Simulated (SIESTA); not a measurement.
## CoO: elastic constants with PBEsol

CoO:

```xyz
2
Lattice="1.4775 0.8530 2.4123 -1.4775 0.8530 2.4123 0.0000 -1.7061 2.4123" Properties=species:S:1:pos:R:3 pbc="T T T"
Co    0.0000    0.0000    0.0000
O     0.0000    0.0000    3.6184
```

The cell is a database's computed one.

The cell isn't the ideal one: cell relaxed.

| Quantity | Value |
| --- | --- |
| Program | SIESTA 5.4.2 |
| Task | elastic constants |
| Functional | PBEsol |
| Potentials or basis | PseudoDojo 0.4 standard (PBEsol files) |
| Basis | DZP (energy shift 0.003 Ry; two zetas on semicore shells) |
| Grid cutoff | 800 Ry |
| Energy shift | 0.003 Ry |
| k mesh | 8 × 8 × 8 |
| Occupations | fermi-dirac, width 0.05 eV |
| Spin | collinear spin, ferromagnetic start |
| Starting moments | [2.0, 0.0] μB |
| force tolerance | 0.005 eV/Å |
| Hamiltonian tolerance | 0.0001 eV |
| density-matrix tolerance | 1e-05 |

```json
{
  "Voigt bulk modulus": "208 GPa"
}
```

Elastic tensor in Voigt notation (GPa, in the Cartesian axes of the cell as first typed):
```
203 194 227 -46   0   0
194 205 227  47   0   0
227 227 173   1   0   0
-46  47   1  40   0   0
  0   0   0   0  40 -46
  0   0   0   0 -46   7
```

All runs of the series together: 19 min on 1 thread of Intel(R) Xeon(R) 6975P-C (Granite Rapids), on a shared host.

Caveat: short orbitals over semicore shells can move pressures by several GPa; the elastic tensor has a negative eigenvalue, so either the cell is unstable as it stands or the mesh is too thin; the basis of atomic orbitals isn't converged, which shifts pressures, moduli and gaps.
